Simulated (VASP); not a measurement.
# C in VASP 6.6.1, single-point calculation

INCAR

```
LREAL = .FALSE.
SIGMA = 0.01
LCHARG = .FALSE.
PREC = Accurate
ALGO = Normal
NELM = 60
ISIF = 2
LWAVE = .FALSE.
NBANDS = 11
METAGGA = R2SCAN
IBRION = -1
LASPH = .TRUE.
EDIFF = 1E-7
NSW = 0
ISMEAR = 0
ENCUT = 520
```

KPOINTS

```
KPOINTS created by Atomic Simulation Environment
0
Monkhorst-Pack
12 12 12
0 0 0
```

POSCAR

```
C
 1.0000000000000000
     0.0000000000000000    1.7089191768000001    1.7961065759999999
     1.7089191768000001    0.0000000000000000    1.7961065759999999
     1.7089191768000001    1.7089191768000001    0.0000000000000000
 C
   2
Cartesian
  0.0000000000000000  0.0000000000000000  0.0000000000000000
  0.8544595884000000  0.8544595884000000  0.8980532879999997
```

The recommended PBE PAW datasets give the neutral cell 8 valence electrons.

Command

```
mpirun -np 1 vasp_std
```

OSZICAR

```
N       E                     dE             d eps       ncg     rms          rms(c)
DAV:   1    -0.236107603951E+01   -0.23611E+01   -0.50558E+03 10669   0.749E+02
DAV:   2    -0.215417704527E+02   -0.19181E+02   -0.18511E+02 13260   0.127E+02
DAV:   3    -0.218922885185E+02   -0.35052E+00   -0.34964E+00 12209   0.132E+01
DAV:   4    -0.218927572560E+02   -0.46874E-03   -0.46873E-03 11006   0.602E-01
DAV:   5    -0.218927576996E+02   -0.44362E-06   -0.44362E-06 11838   0.176E-02    0.566E+00
DAV:   6    -0.196196669891E+02    0.22731E+01   -0.30355E-01 10964   0.400E+00    0.424E+00
DAV:   7    -0.195002724189E+02    0.11939E+00   -0.29471E-01 10548   0.394E+00    0.924E-01
DAV:   8    -0.195016557049E+02   -0.13833E-02   -0.48861E-03 12048   0.620E-01    0.467E-01
DAV:   9    -0.195020231160E+02   -0.36741E-03   -0.16192E-04 10966   0.141E-01    0.150E-02
DAV:  10    -0.195020249347E+02   -0.18187E-05   -0.35362E-06 12106   0.148E-02    0.104E-02
DAV:  11    -0.195020259359E+02   -0.10012E-05   -0.80589E-07 11292   0.831E-03    0.667E-04
DAV:  12    -0.195020258712E+02    0.64746E-07   -0.72006E-09  5790   0.700E-04
   1 F= -.19502026E+02 E0= -.19502026E+02  d E =-.104282E-39
```

From OUTCAR

```
k-points           NKPTS =    468   k-points in BZ     NKDIM =    468   number of bands    NBANDS=     11

   NELECT =       8.0000    total number of electrons

   dimension x,y,z NGX =    18 NGY =   18 NGZ =   18
   dimension x,y,z NGXF=    36 NGYF=   36 NGZF=   36

  energy-cutoff  :      520.00
  volume of cell :       10.49
      direct lattice vectors                 reciprocal lattice vectors
     0.000000000  1.708919177  1.796106576    -0.292582591  0.292582591  0.278379917
     1.708919177  0.000000000  1.796106576     0.292582591 -0.292582591  0.278379917
     1.708919177  1.708919177  0.000000000     0.292582591  0.292582591 -0.278379917

 k-points in reciprocal lattice and weights: KPOINTS created by Atomic Simulation Env
   0.04166667  0.04166667  0.04166667       0.001
   0.12500000  0.04166667  0.04166667       0.002
   0.20833333  0.04166667  0.04166667       0.002
   0.29166667  0.04166667  0.04166667       0.002
   0.37500000  0.04166667  0.04166667       0.002
   0.45833333  0.04166667  0.04166667       0.002
  -0.45833333  0.04166667  0.04166667       0.002
  -0.37500000  0.04166667  0.04166667       0.002
   ...

 E-fermi :  11.1701

 k-point     1 :       0.0417    0.0417    0.0417
  band No.  band energies     occupation
      1     -12.8678      2.00000
      2      10.0974      2.00000
      3      10.8856      2.00000
      4      11.0806      2.00000
      5      16.8708      0.00000
      6      16.9179      0.00000
      7      17.6258      0.00000
      8      26.6106      0.00000
      9      32.5178      0.00000
     10      36.6299      0.00000
     11      39.4323      0.00000

 k-point     2 :       0.1250    0.0417    0.0417
  band No.  band energies     occupation
      1     -12.5899      2.00000
      2       8.9110      2.00000
      3       9.9574      2.00000
      4      10.5867      2.00000
      5      17.3044      0.00000
      6      17.9403      0.00000
      7      18.3908      0.00000
      8      26.7880      0.00000
      9      32.9470      0.00000
     10      34.4776      0.00000
     11      37.6143      0.00000

 k-point     3 :       0.2083    0.0417    0.0417
  band No.  band energies     occupation
      1     -11.8913      2.00000
      2       6.1435      2.00000
      3       8.9854      2.00000
      4       9.8311      2.00000
      5      18.2021      0.00000
      6      19.0318      0.00000
      7      19.7643      0.00000
      8      27.1448      0.00000
      9      33.1774      0.00000
     10      33.8662      0.00000
     11      36.1186      0.00000

 k-point     4 :       0.2917    0.0417    0.0417
  band No.  band energies     occupation
      1     -10.7819      2.00000
      2       3.0217      2.00000
      3       8.1876      2.00000
      4       9.0273      2.00000
      5      18.9459      0.00000
      6      19.8599      0.00000
      7      20.8442      0.00000
      8      27.6119      0.00000
      9      33.2997      0.00000
     10      34.4116      0.00000
     11      35.9790      0.00000

 k-point     5 :       0.3750    0.0417    0.0417
  band No.  band energies     occupation
      1      -9.2872      2.00000
      2      -0.0154      2.00000
      3       7.5870      2.00000
      4       8.4086      2.00000
      5      19.2540      0.00000
      6      20.2825      0.00000
      7      21.4954      0.00000
      8      28.0810      0.00000
      9      34.0308      0.00000
     10      35.5339      0.00000
     11      37.0385      0.00000

 ...

  Total        3.7726432      3.7726432      0.1008171      0.0000000     -0.0000000      0.0000000
  in kB      576.1706964    576.1706964     15.3971233      0.0000000     -0.0000000      0.0000000
  external PRESSURE =     389.2461720 kB  Pullay stress =       0.0000000 kB

 POSITION                                       TOTAL-FORCE (eV/Angst)
 -----------------------------------------------------------------------------------
      0.00000      0.00000      0.00000         0.000000      0.000000     -0.000000
      0.85446      0.85446      0.89805        -0.000000     -0.000000      0.000000
 -----------------------------------------------------------------------------------
    total drift:                               -0.000000     -0.000000     -0.000000

  FREE ENERGIE OF THE ION-ELECTRON SYSTEM (eV)
  ---------------------------------------------------
  free  energy   TOTEN  =       -19.5020258712 eV

  energy  without entropy=      -19.5020258712  energy(sigma->0) =      -19.50202587
```

It converged. Results: gap between bands v and c on the k mesh 4.05 eV; least direct gap on the k mesh 5.79 eV; pressure 38.9 GPa. Band v is the last that the valence electrons fill when counted band by band, and c is the next.

The shifted mesh misses Γ, so a band edge there is missed.

For comparison, a separate r²SCAN run of the intended cell, on usual settings and not on those above, gives a gap of 3.84 eV on its mesh and a pressure of 38.9 GPa.

The run above took about 2.4 min on one core of a shared host (Intel Xeon Platinum 8488C) and held 0.15 GiB at most.
